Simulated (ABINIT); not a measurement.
Runs of ABINIT 10.8.3 (patched build) on Cs. Symmetry: Im-3m, No. 229, cubic system. Conventional cell: a = 6.257 Å, b = 6.257 Å, c = 6.257 Å, α = 90.00°, β = 90.00°, γ = 90.00°. 

```tsv
task	level	potentials or basis	cell	k mesh	cutoff (eV)	smearing	bands in the sums	broadening (eV)	scissor shift (eV)	tensor components	fine-grid cutoff	gap on the mesh (eV)	pressure (GPa)
optical spectrum	PBE	PseudoDojo NC SR PBE v0.4.1 standard	as given	8 × 8 × 8, with 2 shifts	517	methfessel-paxton 0.136 eV	16	0.05	0	[11]	-	-	-0.1
positron lifetime	PBEsol	JTH PAW PBE v2.0	as given	4 × 4 × 4	435	methfessel-paxton 0.1 eV	-	-	-	-	870.764 eV	none	(a)
single point	PBE	PseudoDojo NC SR PBE v0.4.1 standard	as given	4 × 4 × 4	517	fermi-dirac 0.05 eV	-	-	-	-	-	none	0.0
relaxation of cell and atoms	LDA	JTH PAW LDA v2.0	relaxed	4 × 4 × 4	707	fermi-dirac 0.05 eV	-	-	-	-	1306.15 eV	none	0.0
```

Alike in all rows: no spin polarisation.

Question: Estimate the missing entries.

Answer: (a) -0.2.

Caveats: the intraband (Drude) term is left out (some runs); spectra need much finer meshes, so this one isn't converged (some runs); the PAW basis is incomplete for the positron (some runs); the PAW data sets were made with another functional, which shifts forces and pressure a little (some runs).

A k mesh can miss the band edges, and the runs leave out spin-orbit coupling on Cs.

A gap of «none» marks a metal or a gap under the smearing width.

Not every run made on this cell is shown here.
